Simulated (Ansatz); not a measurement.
GeO2 (rutile)

```
CELL_PARAMETERS angstrom
      4.41054     0.00000     0.00000
      0.00000     4.41054     0.00000
      0.00000     0.00000     2.87016
ATOMIC_POSITIONS crystal
  Ge 0.00000 0.00000 0.00000
  Ge 0.50000 0.50000 0.50000
  O  0.30600 0.30600 0.00000
  O  0.80600 0.19400 0.50000
  O  0.19400 0.80600 0.50000
  O  0.69400 0.69400 0.00000
```

The volume is varied about the relaxed value V₀ at fixed cell shape. The atoms relax within the cell's symmetry.

These are r2SCAN (plane waves to 500 eV, PAW, scalar-relativistic; Ansatz, a quantum-chemistry and plane-wave program) values and carry that method's errors. k mesh 8×8×11 (Γ-centred), Fermi-Dirac smearing 0.05 eV. E stands for the smeared free energy. Stress and pressure are positive under compression. With the shape held, the modulus is that of even scaling; a crystal free to change shape is softer. GeO2 was relaxed with its symmetry unable to fall. The zero of ΔE is the relaxed starting cell.

The scan covers V/V₀ from 0.900 to 1.100 in 11 points.

Problem. What is the fitted pressure derivative B₀′?

Solution. 4.8.

Problem. What bulk modulus at fixed cell shape B₀ follows from a third-order Birch-Murnaghan fit?

Solution. 258 GPa.

(Under strain, the slope of the energy per volume gives the stress and its curvature an elastic modulus.)
